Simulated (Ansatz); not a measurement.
Input and command of a plane-wave DFT calculation in Ansatz:

```yaml
crystal:
  lattice:
    - [0.0, 3.4315141938, 3.4315141938]
    - [3.4315141938, 0.0, 3.4315141938]
    - [3.4315141938, 3.4315141938, 0.0]
  atoms:
    - { symbol: Ca, position: [0.25, 0.25, 0.25] }
    - { symbol: Ca, position: [0.75, 0.75, 0.75] }
    - { symbol: Se, position: [0.0, 0.0, 0.0] }
basis:
  ecutwfc: 420
kpoints:
  mp_grid: { grid: [12, 12, 12] }
hamiltonian:
  xc: pbe
scf:
  occupations: { method: gaussian, width: 0.1 }
output:
  forces: true
  stress: true
  eigenvalues: true
relax:
  adjacent_minimum: "off"
  f_tol: 0.01
  max_steps: 80
  cell: { stress_tol: 0.05 }
```

```bash
ansatz run input.yaml --threads 1 --pin off --max-ram 2560MiB --backend cpu --events-out ev --progress --plain --runs-dir out
```

Processor: Intel(R) Xeon(R) 6975P-C (Granite Rapids), 1 thread, on a host shared with other jobs.

Task: Estimate time, memory and problem size.

Result: About 15 s on 1 thread of Intel(R) Xeon(R) 6975P-C (Granite Rapids), on a shared host, peak memory 0.47 GiB. It solves 22 bands at 72 k points (the mesh reduced by the symmetry that the task leaves, which can be less than the crystal's) with about 1687 plane waves (on the last cell), in 26 SCF iterations over 4 ionic steps.
